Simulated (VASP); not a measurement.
# InAs (F-43m) in VASP: settings compared, part 2 of 2

VASP 6.6.1.

### Step 6. Single point, revPBE+D4

This run uses another cell than the first one, of 28.45 Å³/atom, 1.008 times its volume.

INCAR reads:

```
PREC = Accurate ; ENCUT = 520
EDIFF = 1E-6 ; ISMEAR = -1
SIGMA = 0.05 ; LREAL = False
LASPH = True ; NELM = 60
ALGO = Normal ; ISIF = 2
LWAVE = False ; LCHARG = False
GGA = RE ; IVDW = 13
NBANDS = 16
```

KPOINTS reads:

```
regular mesh
0
Gamma
  8 8 8
```

POSCAR reads:

```
InAs
1.0
    0.0000000000      3.0527337543      3.0527337543
    3.0527337543      0.0000000000      3.0527337543
    3.0527337543      3.0527337543      0.0000000000
In As
1 1
Direct
    0.0000000000      0.0000000000      0.0000000000
    0.7500000000      0.7500000000      0.7500000000
```

Potentials or basis: VASP PAW PBE potentials, release 64 (In_d, As).

Started as:

```console
> cat potpaw_PBE.64/In_d/POTCAR potpaw_PBE.64/As/POTCAR > POTCAR
> mpirun -np 1 vasp_std > vasp.out
```

OUTCAR:

```text
PREC = Accurate
   ENCUT = 520
   EDIFF = 1E-6
   ISMEAR = -1
   LREAL = False
   LASPH = True
   NELM = 60
   ISIF = 2
   GGA = RE
   IVDW = 13

 ion  position               nearest neighbor table
   1  0.000  0.000  0.000-   2 2.64   2 2.64   2 2.64   2 2.64
   2  0.750  0.750  0.750-   1 2.64   1 2.64   1 2.64   1 2.64

  LATTYP: Found a face centered cubic cell.
 ALAT       =     6.1054675086

  Lattice vectors:

 A1 = (   0.0000000000,   3.0527337543,   3.0527337543)
 A2 = (   3.0527337543,   0.0000000000,   3.0527337543)
 A3 = (   3.0527337543,   3.0527337543,   0.0000000000)

Analysis of symmetry for initial positions (statically):
=====================================================================
 Subroutine PRICEL returns:
 Original cell was already a primitive cell.

 Routine SETGRP: Setting up the symmetry group for a
 face centered cubic supercell.

 Subroutine GETGRP returns: Found 24 space group operations
 (whereof 24 operations were pure point group operations)
 out of a pool of 48 trial point group operations.

The static configuration has the point symmetry T_d .

[... 158 lines left out ...]

 E-fermi :   4.3522     XC(G=0):  -8.8400

 val. band max:        4.3018125475   @ k =   0.0000   0.0000   0.0000
 cond. band min:       5.2688908118   @ k =   0.5000   0.0000   0.0000
 fundamental gap:      0.9670782643
 Fermi energy:         4.3522346545

 k-point     1 :       0.0000    0.0000    0.0000
  band No.  band energies     occupation
      1     -10.0522      2.00000
      2     -10.0522      2.00000
      3     -10.0522      2.00000
      4      -9.9393      2.00000
      5      -9.9393      2.00000
      6      -7.3457      2.00000
[... 433 lines left out ...]
      3     -10.0041      2.00000
      4      -9.9434      2.00000
      5      -9.9324      2.00000
      6      -5.7184      2.00000
[... 8 lines left out ...]
     15      14.7137      0.00000
     16      15.3700      0.00000

 [... further k-points ...]

------------------------ aborting loop because EDIFF is reached ----------------------------------------

  DFT-D4 for vdW energy calculation

  Edisp (eV):   -1.04265

  FORCE on cell =-STRESS in cart. coord.  units (eV):
  Direction    XX          YY          ZZ          XY          YZ          ZX
  --------------------------------------------------------------------------------------
  -------------------------------------------------------------------------------------
  Total       0.00596     0.00596     0.00596     0.00000     0.00000     0.00000
  in kB       0.16777     0.16777     0.16777     0.00000     0.00000     0.00000
  external pressure =        0.17 kB  Pullay stress =        0.00 kB

 VOLUME and BASIS-vectors are now :
 -----------------------------------------------------------------------------
  energy-cutoff  :      520.00
  volume of cell :       56.90
      direct lattice vectors                 reciprocal lattice vectors
     0.000000000  3.052733754  3.052733754    -0.163787621  0.163787621  0.163787621
     3.052733754  0.000000000  3.052733754     0.163787621 -0.163787621  0.163787621
     3.052733754  3.052733754  0.000000000     0.163787621  0.163787621 -0.163787621

 POSITION                                       TOTAL-FORCE (eV/Angst)
 -----------------------------------------------------------------------------------
      0.00000      0.00000      0.00000         0.000000     -0.000000      0.000000
      4.57910      4.57910      4.57910        -0.000000      0.000000     -0.000000
 -----------------------------------------------------------------------------------
    total drift:                                0.000000      0.000000      0.000000

  FREE ENERGIE OF THE ION-ELECTRON SYSTEM (eV)
  ---------------------------------------------------
  free  energy   TOTEN  =        -8.1501365236 eV

  energy  without entropy=       -8.1495684879  energy(sigma->0) =       -8.14985251
```

Wall time 12 s (1 thread of Intel Xeon 6975P-C, shared host); peak memory 0.19 GiB.

Results:

```
Free energy                : -8.1501 eV
Pressure                   : 0.0 GPa
Band gap on the k mesh     : zero (filled and empty bands touch)
Dispersion energy per atom : -0.521 eV
```

Levels at points of the mesh, in eV from the Fermi level:
```tsv
k point	band 6	band 7	band 8	band 9	band 10	band 11	band 12	band 13
(0.00, 0.00, 0.00)	-11.70	-0.30	-0.05	-0.05	-0.05	3.88	3.88	3.88
(0.50, 0.00, 0.00)	-10.32	-5.63	-0.99	-0.99	0.92	4.64	4.64	6.89
(0.50, 0.50, 0.00)	-9.81	-5.73	-2.27	-2.27	1.63	2.07	9.05	9.07
```

Caveat: the PAW data sets were made with another functional, which shifts forces and pressure a little; spin-orbit coupling is left out, which moves the levels of the heavy elements; pairwise dispersion overbinds metals, which lowers pressure and volume.

### Step 7. The runs side by side

| level | potentials or basis | cell | k mesh | smearing | gap on the mesh (eV) | pressure (GPa) |
| --- | --- | --- | --- | --- | --- | --- |
| revPBE+D3(BJ) | VASP PAW PBE potentials, release 64 (In_d, As) | a = 4.306 Å, angles 60.0°, 2 atoms | 8 × 8 × 8 | fermi-dirac 0.05 eV | none | 0.0 |
| LDA | VASP PAW LDA potentials, release 64 (In_d, As) | a = 4.324 Å, angles 60.0°, 2 atoms | 8 × 8 × 8 | fermi-dirac 0.05 eV | none | -2.3 |
| PBE | VASP PAW PBE potentials, release 64 (In_d, As) | a = 4.268 Å, angles 60.0°, 2 atoms | 3 × 3 × 3 | fermi-dirac 0.02 eV | none | 6.2 |
| LDA | VASP PAW LDA potentials, release 64 (In_d, As) | a = 4.268 Å, angles 60.0°, 2 atoms | 8 × 8 × 8 | fermi-dirac 0.05 eV | none | -0.1 |
| revPBE+D4 | VASP PAW PBE potentials, release 64 (In_d, As) | a = 4.317 Å, angles 60.0°, 2 atoms | 8 × 8 × 8 | fermi-dirac 0.05 eV | none | 0.0 |

Alike in all rows: task single point; no spin polarisation; cutoff (eV) 520.

Caveats: some runs use coarse meshes; spin-orbit coupling is left out, which moves the levels of the heavy elements; the PAW data sets were made with another functional, which shifts forces and pressure a little (some runs); pairwise dispersion overbinds metals, which lowers pressure and volume (some runs).

Absolute energies hang on the potentials; compare differences alone.

### Step 8. How close it comes

Step 2. A measured gap of InAs is 0.418 eV (direct; 4.2 K; a printed reference work, data compilation); the calculated 0.00 eV misses it by -0.42 eV. Spin-orbit coupling on As, In is left out. The value is that of revPBE+D3(BJ) on a finite k mesh, which can miss the band edges, without temperature or zero-point motion. Semilocal functionals fall short of measured gaps as a rule.

Step 3. Measured gap of InAs: 0.418 eV (direct; 4.2 K; a printed reference work, data compilation). This calculation gives 0.00 eV (-0.42 eV). Spin-orbit coupling on As, In is left out. The value is that of LDA on a finite k mesh, which can miss the band edges, without temperature or zero-point motion. Semilocal functionals fall short of measured gaps as a rule.

Step 5. A measured gap of InAs is 0.418 eV (direct; 4.2 K; a printed reference work, data compilation); the calculated 0.00 eV misses it by -0.42 eV. Spin-orbit coupling on As, In is left out. The value is that of LDA on a finite k mesh, which can miss the band edges, without temperature or zero-point motion. Semilocal functionals fall short of measured gaps as a rule.

Step 6. Measured gap of InAs: 0.418 eV (direct; 4.2 K; a printed reference work, data compilation). This calculation gives 0.00 eV (-0.42 eV). Spin-orbit coupling on As, In is left out. The value is that of revPBE+D4 on a finite k mesh, which can miss the band edges, without temperature or zero-point motion. Semilocal functionals fall short of measured gaps as a rule.
